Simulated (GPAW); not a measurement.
# As (Pm-3m) in GPAW: notebook

The runs below take As through single point, with RPBE, PBEsol.

All numbers are computed with GPAW 26.7.0; they aren't measurements. Logs are shortened: lines on timing, memory, paths and dates and some standing lists are left out, and cuts for length are marked. The log counts tension as positive stress, the text compression.

**1. The crystal as given**

It takes space group Pm-3m (No. 221, cubic). The conventional cell has a = 2.704 Å, b = 2.704 Å, c = 2.704 Å, α = 90.00°, β = 90.00°, γ = 90.00°. As (site symmetry m-3m) is surrounded by 6 As at 2.70 Å.

This isn't the form of As at room conditions, which is rhombohedral.

**2. Single point, RPBE**

The input, run.py:

```python
from ase.dft.bandgap import bandgap
from ase.io import read, write
from ase.units import GPa
from gpaw import GPAW, PW

atoms = read('As.xyz')

calc = GPAW(mode=PW(600),
            xc='RPBE',
            kpts={'size': (10, 10, 10), 'gamma': True},
            occupations={'name': 'methfessel-paxton', 'order': 0, 'width': 0.05},
            nbands=9,
            convergence={'density': 1e-05, 'energy': 1e-05},
            maxiter=150,
            txt='gpaw.txt')
atoms.calc = calc
energy = atoms.get_potential_energy()
forces = atoms.get_forces()
stress = atoms.get_stress()
calc.write('gs.gpw')
write('result.traj', atoms)
print(f'Energy: {energy:.6f} eV')
print('Forces (eV/A):')
print(forces.round(4))
print('Stress (GPa):', (stress / GPa).round(3))
print('Fermi level:', round(calc.get_fermi_level(), 4), 'eV')
print(f'Gap: {bandgap(calc)[0]:.4f} eV, direct: {bandgap(calc, direct=True)[0]:.4f} eV')
```

The input, As.xyz:

```xyz
1
Lattice="2.7036817444 0.0000000000 0.0000000000 0.0000000000 2.7036817444 0.0000000000 0.0000000000 0.0000000000 2.7036817444" Properties=species:S:1:pos:R:3 pbc="T T T"
As     1.3518408722      1.3518408722      1.3518408722
```

Potentials or basis: the program's PAW data sets (release 1.2.1) made for this functional, pw.

The run is started by

```bash
OMP_NUM_THREADS=1 python run.py
```

gpaw.txt:

```text
__  _  _
 | _ |_)|_||  |
 |__||  | ||/\| - 26.7.0

Input parameters:
  mode=PW(ecut=600.0),
  convergence={'density': 1e-05, 'energy': 1e-05},
  kpts=MonkhorstPack(size=(10, 10, 10), gamma=True),
  maxiter=150,
  nbands=9,
  occupations=Occupations(name='methfessel-paxton', order=0, width=0.05),
  xc=XC(name='RPBE')

Diagonalizing LCAO Hamiltonian
Converting LCAO to pw mode
   .------.
  /|      |
 * |      |
 | .-As---.
 |/      /
 *------*

Atoms  # Å, Bohr magnetons
|   | symbol |        x |        y |        z |    initial magnetic moments |
|---|--------|----------|----------|----------|-----------------------------|
| 0 |     As | 1.351841 | 1.351841 | 1.351841 | ( 0.0000,  0.0000,  0.0000) |

Unit cell  # Å
| periodic |        x |        y |        z |  lengths |    angles |
|----------|----------|----------|----------|----------|-----------|
|      yes | 2.703682 | 0.000000 | 0.000000 | 2.703682 | 90.000000 |
|      yes | 0.000000 | 2.703682 | 0.000000 | 2.703682 | 90.000000 |
|      yes | 0.000000 | 0.000000 | 2.703682 | 2.703682 | 90.000000 |

Number of symmetries: 48
Symmetry operations  # r_c * U_cc + t_c -> r_c
|    | kind |            matrix            |
|----|------|------------------------------|
|  0 |  E   |  1, 0, 0,  0, 1, 0,  0, 0, 1 |
|  1 |  σ   |  1, 0, 0,  0, 1, 0,  0, 0,-1 |
|  2 |  σ   |  1, 0, 0,  0, 0, 1,  0, 1, 0 |
|  3 |  C4  |  1, 0, 0,  0, 0, 1,  0,-1, 0 |
|  4 |  C4  |  1, 0, 0,  0, 0,-1,  0, 1, 0 |
|  5 |  σ   |  1, 0, 0,  0, 0,-1,  0,-1, 0 |
|  6 |  σ   |  1, 0, 0,  0,-1, 0,  0, 0, 1 |
|  7 |  C2  |  1, 0, 0,  0,-1, 0,  0, 0,-1 |
|  8 |  σ   |  0, 1, 0,  1, 0, 0,  0, 0, 1 |
|  9 |  C2  |  0, 1, 0,  1, 0, 0,  0, 0,-1 |
| 10 |  C3  |  0, 1, 0,  0, 0, 1,  1, 0, 0 |
| 11 |  S6  |  0, 1, 0,  0, 0, 1, -1, 0, 0 |
| 12 |  S6  |  0, 1, 0,  0, 0,-1,  1, 0, 0 |
| 13 |  C3  |  0, 1, 0,  0, 0,-1, -1, 0, 0 |
| 14 |  C4  |  0, 1, 0, -1, 0, 0,  0, 0, 1 |
| 15 |  S4  |  0, 1, 0, -1, 0, 0,  0, 0,-1 |
| 16 |  C3  |  0, 0, 1,  1, 0, 0,  0, 1, 0 |
| 17 |  S6  |  0, 0, 1,  1, 0, 0,  0,-1, 0 |
| 18 |  σ   |  0, 0, 1,  0, 1, 0,  1, 0, 0 |
| 19 |  C4  |  0, 0, 1,  0, 1, 0, -1, 0, 0 |
| 20 |  C2  |  0, 0, 1,  0,-1, 0,  1, 0, 0 |
| 21 |  S4  |  0, 0, 1,  0,-1, 0, -1, 0, 0 |
| 22 |  S6  |  0, 0, 1, -1, 0, 0,  0, 1, 0 |
| 23 |  C3  |  0, 0, 1, -1, 0, 0,  0,-1, 0 |
| 24 |  S6  |  0, 0,-1,  1, 0, 0,  0, 1, 0 |
| 25 |  C3  |  0, 0,-1,  1, 0, 0,  0,-1, 0 |
| 26 |  C4  |  0, 0,-1,  0, 1, 0,  1, 0, 0 |
| 27 |  σ   |  0, 0,-1,  0, 1, 0, -1, 0, 0 |
| 28 |  S4  |  0, 0,-1,  0,-1, 0,  1, 0, 0 |
| 29 |  C2  |  0, 0,-1,  0,-1, 0, -1, 0, 0 |
| 30 |  C3  |  0, 0,-1, -1, 0, 0,  0, 1, 0 |
| 31 |  S6  |  0, 0,-1, -1, 0, 0,  0,-1, 0 |
| 32 |  C4  |  0,-1, 0,  1, 0, 0,  0, 0, 1 |
| 33 |  S4  |  0,-1, 0,  1, 0, 0,  0, 0,-1 |
| 34 |  S6  |  0,-1, 0,  0, 0, 1,  1, 0, 0 |
| 35 |  C3  |  0,-1, 0,  0, 0, 1, -1, 0, 0 |
| 36 |  C3  |  0,-1, 0,  0, 0,-1,  1, 0, 0 |
| 37 |  S6  |  0,-1, 0,  0, 0,-1, -1, 0, 0 |
| 38 |  σ   |  0,-1, 0, -1, 0, 0,  0, 0, 1 |
| 39 |  C2  |  0,-1, 0, -1, 0, 0,  0, 0,-1 |
| 40 |  σ   | -1, 0, 0,  0, 1, 0,  0, 0, 1 |
| 41 |  C2  | -1, 0, 0,  0, 1, 0,  0, 0,-1 |
| 42 |  C2  | -1, 0, 0,  0, 0, 1,  0, 1, 0 |
| 43 |  S4  | -1, 0, 0,  0, 0, 1,  0,-1, 0 |
| 44 |  S4  | -1, 0, 0,  0, 0,-1,  0, 1, 0 |
| 45 |  C2  | -1, 0, 0,  0, 0,-1,  0,-1, 0 |
| 46 |  C2  | -1, 0, 0,  0,-1, 0,  0, 0, 1 |
| 47 |  i   | -1, 0, 0,  0,-1, 0,  0, 0,-1 |

BZ-sampling:
  Number of BZ points: 1000
  Number of IBZ points: 56

  Monkhorst-Pack size: [10, 10, 10]
  Monkhorst-Pack shift: [0.05, 0.05, 0.05]

K-points  # in reciprocal-cell coordinates
|     |                                coordinates |     weight |
|-----|--------------------------------------------|------------|
|   0 | (  0.00000000,   0.00000000,   0.00000000) | 0.00100000 |
|   1 | (  0.10000000,   0.00000000,   0.00000000) | 0.00600000 |
|   2 | (  0.10000000,   0.10000000,   0.00000000) | 0.01200000 |
|   3 | (  0.10000000,   0.10000000,   0.10000000) | 0.00800000 |
|   4 | (  0.20000000,   0.00000000,   0.00000000) | 0.00600000 |
|   5 | (  0.20000000,   0.10000000,   0.00000000) | 0.02400000 |
|   6 | (  0.20000000,   0.10000000,   0.10000000) | 0.02400000 |
|   7 | (  0.20000000,   0.20000000,   0.00000000) | 0.01200000 |
|   8 | (  0.20000000,   0.20000000,   0.10000000) | 0.02400000 |
|   9 | (  0.20000000,   0.20000000,   0.20000000) | 0.00800000 |
| ... |                                            |            |
|  55 | (  0.50000000,   0.50000000,   0.50000000) | 0.00100000 |

Plane wave coefficients: 691
Cutoff: 600.0 eV

Spin-components: 1 (collinear spins)
Bands:           9
Projectors:      5
Spin-degeneracy: 2
Datatype:        complex128

Parallelization:
  kpt:    1
  domain: 1
  band:   1

Density:
  Valence electrons: 5.0
  Components: 1
  Grid points: [16 16 16]
  Charge: 0.0  # |e|

Potential:
  Grid points: [16 16 16]

species:
  As:
    name:    Arsenic
    Z:       33.0
    valence: 5
    core:    28
    charge:  0.0  # [|e|]
    compensation charges:
      type: gauss
      rc: 0.33  # [Å]
      lmax: 2
    cutoffs:
      filter: 1.87  # [Å]
      core: 2.96  # [Å]
    projectors
    | kind |    occ | energy [eV] | rcut [Å] |
    |------|--------|-------------|----------|
    |   4s |  2.000 |     -14.426 |    1.058 |
    |   4p |  3.000 |      -5.163 |    1.058 |
    |    s |        |      12.785 |    1.058 |
    |    p |        |      22.048 |    1.058 |
    |    d |        |       0.000 |    1.058 |

    Using partial waves for As as LCAO basis

Reference energy: -61509.185579  # eV

eigensolver:
  PPCG
  Converge bands: occupied
  niter=2

density mixing:
  MSR1-Mixer
  Pratt-step length: 0.05
  Maximum mixing coefficient: 0.75
  Old densities: 10
  SVD Regularization: 0.005
  Good broyden scale: 1.0
  Trust region scale: 1.0
  Backstep threshold: 4.0
  History deletion threshold: 6.0
  Fourier metric: weight=20.0, sigma=0.015

occupation numbers:
  Methfessel-Paxton:
    width: 0.0500  # eV
    order: 0

poisson solver:
  ecut: 4800.0  # eV

xc functional:
  name: RPBE with 2 nearest neighbor stencil

convergence criteria:
- Maximum integral of absolute [dens]ity change: 1e-05 electrons / valence electron
- Maximum [total energy] change in last 3 cyles: 1e-05 eV / valence electron
- Maximum integral of absolute [eigenst]ate change: 4e-08 eV^2 / valence electron
maximum number of iterations: 150

SCF iterations
|iter     | |      energy | eigst |  dens |
|---------|-|-------------|-------|-------|
|iter:   1| |   -4.155383 | -0.74 |       |
|iter:   2| |   -4.157064 | -3.26 | -1.32 |
|iter:   3| |   -4.166156 | -3.88 | -1.34 |
|iter:   4| |   -4.167422 | -4.39 | -1.82 |
|iter:   5| |   -4.167420 | -5.94 | -2.88 |
|iter:   6| |   -4.167421c| -8.20c| -3.74 |
|iter:   7| |   -4.167421c| -8.18c| -4.13 |
|iter:   8| |   -4.167421c| -9.09c| -5.47c|

Converged in 8 steps
Energy contributions relative to reference atoms: (reference = -61509.185579)

Energy contributions:
  Kinetic:           8.007661
  Coulomb:          -7.495099
  Zero:             -0.011613
  External:          0.000000
  Xc:               -4.668090
  Entropy:          -0.000561
  Spinorbit:         0.000000
  ----------------------------
  Free energy:      -4.167701
  Extrapolated:     -4.167421

dipole moment: (-0.000003, -0.000003, -0.000003)  # |e|*Ang

Fermi level: 7.727
Eigenvalues  # (at kpt = [0.000, 0.000, 0.000])
| band index |      eig [eV] | occ [0-2] |
|------------|---------------|-----------|
|          0 |        -7.240 |     2.000 |
|          1 |        11.912 |     0.000 |
|          2 |        11.912 |     0.000 |
|          3 |        11.912 |     0.000 |
|          4 |        16.258 |     0.000 |
|          5 |        16.258 |     0.000 |
|          6 |        18.408 |     0.000 |
|          7 |        33.282 |     0.000 |
|          8 |        34.941 |     0.000 |

No gap
No difference between direct/indirect transitions

Forces  # eV/Ang
|        x |        y |        z |
|----------|----------|----------|
| -0.00000 | -0.00000 | -0.00000 |  # As   0

Stress tensor  # eV/Ang^3
|         x |         y |         z |
|-----------|-----------|-----------|
| -0.024599 |  0.000000 |  0.000000 |
|  0.000000 | -0.024599 |  0.000000 |
|  0.000000 |  0.000000 | -0.024599 |

# Writing to gs.gpw (mode='')
```

Run time: 5.9 s. Hardware: 1 thread of Arm Neoverse V1, shared host; peak memory 0.13 GiB.

Results:

| Quantity | Value |
| --- | --- |
| Free energy | -4.1677 eV |
| Pressure | 3.9 GPa |
| Band gap on the k mesh | none (metal or under the smearing width) |

**3. Single point, RPBE**

Edit run.py of step 2 so:

```diff
@@ -10,3 +10,3 @@
             kpts={'size': (10, 10, 10), 'gamma': True},
-            occupations={'name': 'methfessel-paxton', 'order': 0, 'width': 0.05},
+            occupations={'name': 'methfessel-paxton', 'order': 0, 'width': 0.1},
             nbands=9,
```

As.xyz is that of step 2.

Potentials or basis: the program's PAW data sets (release 1.2.1) made for this functional, pw.

The run is started by

```bash
OMP_NUM_THREADS=1 python run.py
```

Wall time 5.9 s (1 thread of Arm Neoverse V1, shared host); peak memory 0.13 GiB.

It converged, with:

```yaml
Free_energy: -4.1684 eV
Pressure: 3.9 GPa
Band_gap_on_the_k_mesh: none (metal or under the smearing width)
```

Levels at points of the mesh, in eV from the Fermi level:
| k point | band 1 | band 2 | band 3 | band 4 | band 5 |
| --- | --- | --- | --- | --- | --- |
| (0.00, 0.00, 0.00) | -14.95 | 4.20 | 4.20 | 4.20 | 8.55 |
| (0.50, 0.00, 0.00) | -11.80 | -6.92 | 6.50 | 6.50 | 11.29 |
| (0.50, 0.50, 0.00) | -8.50 | -4.26 | -4.26 | 2.55 | 8.68 |
| (0.50, 0.50, 0.50) | -4.83 | -1.81 | -1.81 | -1.81 | 5.97 |

[end of part 1 of 2]
